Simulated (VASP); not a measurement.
# BN (Pnma) in VASP: reference runs, part 2 of 2

VASP 6.6.1. Earlier steps stand in the parts before.

### Step 3. Single point, PBE (atoms moved at random, drawn with an rms of 0.05 Å)

Input file INCAR:

```
  ALGO = Normal
  EDIFF = 1E-7
  ENCUT = 520
  GGA = PE
  ISIF = 2
  ISMEAR = -1
  LASPH = True
  LCHARG = True
  LELF = True
  LREAL = False
  LVHAR = True
  LWAVE = False
  NBANDS = 26
  NELM = 100
  PREC = Accurate
  SIGMA = 0.05
```

Input file KPOINTS:

```
k-points
0
Gamma
  6 10 6
```

Input file POSCAR:

```
BN
1.0
    4.8800890000      0.0000000000      0.0000000000
    0.0000000000      2.5914640000      0.0000000000
    0.0000000000      0.0000000000      4.2920490000
N B
4 4
Direct
    0.3267540000      0.7650290000      0.1040300000
    0.6801340000      0.2381700000      0.8957450000
    0.1843280000      0.2624390000      0.6050790000
    0.8304820000      0.7510760000      0.3933350000
    0.3324950000      0.2616150000      0.9129610000
    0.1573240000      0.7305700000      0.4159590000
    0.8506490000      0.2798640000      0.5889840000
    0.6629230000      0.7602530000      0.0999810000
```

Potentials or basis: VASP PAW PBE potentials, release 64 (N, B).

Command:

```
> cat potpaw_PBE.64/N/POTCAR potpaw_PBE.64/B/POTCAR > POTCAR
> mpirun -np 1 vasp_std > vasp.out
```

OUTCAR:

```text
EDIFF = 1E-7
   ENCUT = 520
   GGA = PE
   ISIF = 2
   ISMEAR = -1
   LASPH = True
   LREAL = False
   NELM = 100
   PREC = Accurate

 ion  position               nearest neighbor table
   1  0.327  0.765  0.104-   5 1.53   5 1.54   6 1.58   8 1.64
   2  0.680  0.238  0.896-   8 1.52   7 1.56   8 1.61   5 1.70
   3  0.184  0.262  0.605-   6 1.47   5 1.51   6 1.60   7 1.63
   4  0.830  0.751  0.393-   7 1.49   8 1.50   6 1.60   7 1.61
   5  0.332  0.262  0.913-   3 1.51   1 1.53   1 1.54   2 1.70
   6  0.157  0.731  0.416-   3 1.47   1 1.58   4 1.60   3 1.60   7 2.04
   7  0.851  0.280  0.589-   4 1.49   2 1.56   4 1.61   3 1.63   6 2.04
   8  0.663  0.760  0.100-   4 1.50   2 1.52   2 1.61   1 1.64

  LATTYP: Found a simple orthorhombic cell.
 ALAT       =     2.5914640000
 B/A-ratio  =     1.6562255929
 C/A-ratio  =     1.8831398005

  Lattice vectors:

 A1 = (   0.0000000000,   2.5914640000,   0.0000000000)
 A2 = (   0.0000000000,   0.0000000000,   4.2920490000)
 A3 = (   4.8800890000,   0.0000000000,   0.0000000000)

Analysis of symmetry for initial positions (statically):
=====================================================================
 Subroutine PRICEL returns:
 Original cell was already a primitive cell.

 Routine SETGRP: Setting up the symmetry group for a
 simple orthorhombic supercell.

 Subroutine GETGRP returns: Found  1 space group operations
 (whereof  1 operations were pure point group operations)
 out of a pool of  8 trial point group operations.

The static configuration has the point symmetry C_1 .

Analysis of symmetry for dynamics (positions and initial velocities):
=====================================================================
 Subroutine PRICEL returns:
[... 142 lines left out ...]
  volume/ion in A,a.u.               =       6.78        45.79
  Fermi-wavevector in a.u.,A,eV,Ry     =   1.372711  2.594047 25.637923  1.884334
  Thomas-Fermi vector in A             =   2.498293
   LORBIT       =      0    0 simple, 1 ext, 2 COOP (PROOUT), +10 PAW based schemes
   GGA     = PE    functional components
   LHFCALC =     F    Hartree Fock is set to
   AEXX    =    0.0000 exact exchange contribution
   IVDW    =     0    specifies the selected vdW correction
   LEPSILON=     F    determine dielectric tensor
   LRPA    =     F    only Hartree local field effects (RPA)
 non-spin polarized calculation
  energy-cutoff  :      520.00
  volume of cell :       54.28
 maximum number of plane-waves:      1488
   NGX = 19   NGY =  9   NGZ = 15

 number of electron      32.0000002 magnetization

 Free energy of the ion-electron system (eV)
  ---------------------------------------------------
  ext. energy  EPLUGINS =         0.00000000
  ---------------------------------------------------
  free energy    TOTEN  =       -67.84403018 eV

  energy without entropy =      -67.84403018  energy(sigma->0) =      -67.84403018

 E-fermi :   6.7859     XC(G=0): -11.7978

 val. band max:        5.7420492227   @ k =   0.0000   0.0000   0.0000
 cond. band min:      11.0621276593   @ k =   0.5000   0.0000   0.5000
 fundamental gap:      5.3200784366
 Fermi energy:         6.7859022773

 k-point     1 :       0.0000    0.0000    0.0000
  band No.  band energies     occupation
      1     -14.1423      2.00000
      2     -11.5790      2.00000
      3     -10.4444      2.00000
      4      -8.5681      2.00000
      5      -3.1222      2.00000
      6      -2.6071      2.00000
[... 685 lines left out ...]
     25      18.8380      0.00000
     26      19.1062      0.00000

 [... further k-points ...]

------------------------ aborting loop because EDIFF is reached ----------------------------------------

  FORCE on cell =-STRESS in cart. coord.  units (eV):
  Direction    XX          YY          ZZ          XY          YZ          ZX
  --------------------------------------------------------------------------------------
  -------------------------------------------------------------------------------------
  Total        0.8094115      1.7513653      0.2320987      0.1944022     -2.2733352      0.7885108
  in kB       23.8914425     51.6951407      6.8508704      5.7381813    -67.1021555     23.2745150
  external PRESSURE =      27.4791512 kB  Pullay stress =       0.0000000 kB

 VOLUME and BASIS-vectors are now :
 -----------------------------------------------------------------------------
  energy-cutoff  :      520.00
  volume of cell :       54.28
      direct lattice vectors                 reciprocal lattice vectors
     4.880089000  0.000000000  0.000000000     0.204914296  0.000000000  0.000000000
     0.000000000  2.591464000  0.000000000     0.000000000  0.385882266  0.000000000
     0.000000000  0.000000000  4.292049000     0.000000000  0.000000000  0.232988952

 POSITION                                       TOTAL-FORCE (eV/Angst)
 -----------------------------------------------------------------------------------
      1.59459      1.98255      0.44650        -1.149378     -0.733201      1.658138
      3.31911      0.61721      3.84458         0.644310      1.692078     -0.562795
      0.89954      0.68010      2.59703        -0.161902     -1.598593      1.090526
      4.05283      1.94639      1.68821        -0.534350      1.289140     -0.185939
      1.62261      0.67797      3.91847         1.368963      0.116715     -0.527520
      0.76776      1.89325      1.78532         1.159478      2.490167     -1.854253
      4.15124      0.72526      2.52795        -1.131082     -2.236274      1.594229
      3.23512      1.97017      0.42912        -0.196039     -1.020032     -1.212385
 -----------------------------------------------------------------------------------
    total drift:                                0.000144     -0.000090     -0.000003

  FREE ENERGIE OF THE ION-ELECTRON SYSTEM (eV)
  ---------------------------------------------------
  free  energy   TOTEN  =       -67.8440301757 eV

  energy  without entropy=      -67.8440301757  energy(sigma->0) =      -67.84403018
```

stdout:

```text
POSCAR found type information on POSCAR N B
 POSCAR found :  2 types and       8 ions
 scaLAPACK will be used
 LDA part: xc-table for (Slater+PW92), standard interpolation
 POSCAR, INCAR and KPOINTS ok, starting setup
 FFT: planning ... GRIDC
 FFT: planning ... GRID_SOFT
 FFT: planning ... GRID
 WAVECAR not read
 entering main loop
```

Wall time 2.5 min (1 thread of Intel Xeon Platinum 8259CL at 2.50GHz (Skylake/Cascade Lake), shared host); peak memory 0.3 GiB.

What came out:

| Item | Value |
| --- | --- |
| Free energy | -67.8440 eV |
| Pressure | 2.7 GPa |
| Largest force | 3.314 eV/Å |
| Band gap on the k mesh | 5.32 eV, indirect (least direct gap 5.78 eV) |

Forces in eV/Å, atoms in the order of the input:
```
N   -1.149 -0.733  1.658
N    0.644  1.692 -0.563
N   -0.162 -1.599  1.091
N   -0.534  1.289 -0.186
B    1.369  0.117 -0.528
B    1.159  2.490 -1.854
B   -1.131 -2.236  1.594
B   -0.196 -1.020 -1.212
```

Levels at points of the mesh, in eV from the valence-band top:
```
           k point  band 14  band 15  band 16  band 17  band 18  band 19
(0.00, 0.00, 0.00)    -0.52    -0.14     0.00     6.15     6.98     7.90
(0.50, 0.00, 0.00)    -1.31    -1.00    -0.54     5.61     5.92     7.90
(0.00, 0.50, 0.00)    -4.16    -2.51    -2.06     5.90     6.22     8.15
(0.50, 0.50, 0.00)    -2.96    -2.82    -2.36     6.86     7.13     7.36
(0.00, 0.00, 0.50)    -1.63    -1.38    -1.26     5.76     6.11     8.25
(0.50, 0.00, 0.50)    -1.61    -1.18    -0.88     5.32     5.62     7.99
(0.00, 0.50, 0.50)    -2.27    -1.24    -0.66     7.81     7.94     8.23
(0.50, 0.50, 0.50)    -3.06    -2.73    -2.36     7.56     8.03     8.21
```
